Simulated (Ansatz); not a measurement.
# WC: single point with PBE

WC:

```
W C
1.0
     1.64035   -2.11804    0.00000
     1.64035    2.11804    0.00000
     0.00000    0.00000    4.30942
W C
1 1
Direct
  0.50000 0.50000 0.50000
  0.00000 0.00000 0.00000
```

The cell was built by a generator and needn't be a form met in nature.

* Program: Ansatz 0.2.0
* Task: single point
* Functional: PBE
* Potentials or basis: Ansatz PAW
* Cutoff: 420 eV (not typed: the program's choice for these potentials)
* k mesh: 10 × 10 × 6
* Occupations: gaussian, width 0.029 eV
* Spin: no spin polarisation

The pressure is -32.2 GPa and the band gap on the k mesh is none (metal or under the smearing width).

Stress tensor (GPa, compression positive):
```
-35.22   0.00   0.00
  0.00  -2.32   0.00
  0.00   0.00 -58.91
```

Levels at points of the mesh, in eV from the Fermi level:
```
              k point  band 6  band 7  band 8  band 9  band 10  band 11  band 12  band 13
   (0.00, 0.00, 0.00)   -5.59   -3.42   -3.21    1.81     2.06     2.10     2.65     2.71
  (0.00, 0.00, -0.50)   -7.94   -3.39   -2.68    0.20     2.03     2.58     3.67     4.40
  (0.00, -0.50, 0.00)   -5.83   -4.82   -3.71    1.84     1.87     2.58     3.50     4.33
 (0.00, -0.50, -0.50)   -4.49   -3.94   -2.49   -0.68     0.22     2.20     2.35     2.61
 (-0.50, -0.50, 0.00)   -3.75   -3.30   -2.62   -0.90    -0.75    -0.20     0.99     6.05
(-0.50, -0.50, -0.50)   -5.69   -5.02   -2.88    0.21     1.06     2.64     3.62     4.16
```

Wall time 0.92 s on 2 threads of Intel(R) Xeon(R) 6975P-C (Granite Rapids), with other jobs on the host, peak memory 0.38 GiB.

Caveat: a pressure of tens of GPa on the cell as given is suspect, and the run, the potentials or the cell itself is likely at fault. Spin-orbit coupling is left out, which matters for the levels of W.
